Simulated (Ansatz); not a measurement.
# Ge: do energies and stresses tell the same story?

Level of theory: DFT PBE, scalar-relativistic, plane waves, PAW (Ansatz).

Plane waves to 420 eV, a k mesh through Γ of 12×12×6 on the computed 4-atom cell and Gaussian smearing (0.10 eV); no spin polarisation.

Relaxed cell: P6_3/mmc, a = 4.058 Å, b = 4.058 Å, c = 6.693 Å, α = 90.00°, β = 90.00°, γ = 120.00°, 4 atoms in the primitive cell. This form isn't the element's structure at ambient conditions.

Energies at zero smearing and pressures from the stress tensor, at volumes with shape and atoms relaxed:
```tsv
V (Å³/atom)	E − E(first) (meV/atom)	P (GPa)
20.999	0.00	10.27
21.715	-38.34	6.99
22.431	-63.23	4.24
23.147	-76.90	1.95
23.863	-81.15	0.00
24.579	-77.38	-1.64
25.294	-66.90	-3.01
26.249	-44.32	-4.51
```

Problem. Check P = −dE/dV between neighbouring volumes, and get the bulk modulus from the pressures alone.

Solution. With 1 eV/Å³ = 160.2 GPa:
```json
{"middle V (Å³/atom)": "21.357", "−ΔE/ΔV (GPa)": "8.581", "mean P (GPa)": "8.630"}
{"middle V (Å³/atom)": "22.073", "−ΔE/ΔV (GPa)": "5.570", "mean P (GPa)": "5.614"}
{"middle V (Å³/atom)": "22.789", "−ΔE/ΔV (GPa)": "3.060", "mean P (GPa)": "3.095"}
{"middle V (Å³/atom)": "23.505", "−ΔE/ΔV (GPa)": "0.950", "mean P (GPa)": "0.977"}
{"middle V (Å³/atom)": "24.221", "−ΔE/ΔV (GPa)": "-0.843", "mean P (GPa)": "-0.817"}
{"middle V (Å³/atom)": "24.936", "−ΔE/ΔV (GPa)": "-2.346", "mean P (GPa)": "-2.324"}
{"middle V (Å³/atom)": "25.772", "−ΔE/ΔV (GPa)": "-3.790", "mean P (GPa)": "-3.759"}
```

The two differ by 0.05 GPa at most. The mean of two end pressures misses the average over a step by about ΔV² P″/12, up to 0.05 GPa here; with that taken off 0.01 GPa remains. Around V = 23.863 Å³/atom, the two neighbours give B = −V ΔP/ΔV = 23.863 × 3.59 / 1.432 = 59.8 GPa, against B0 = 59.3 GPa from the Birch–Murnaghan fit of the energies.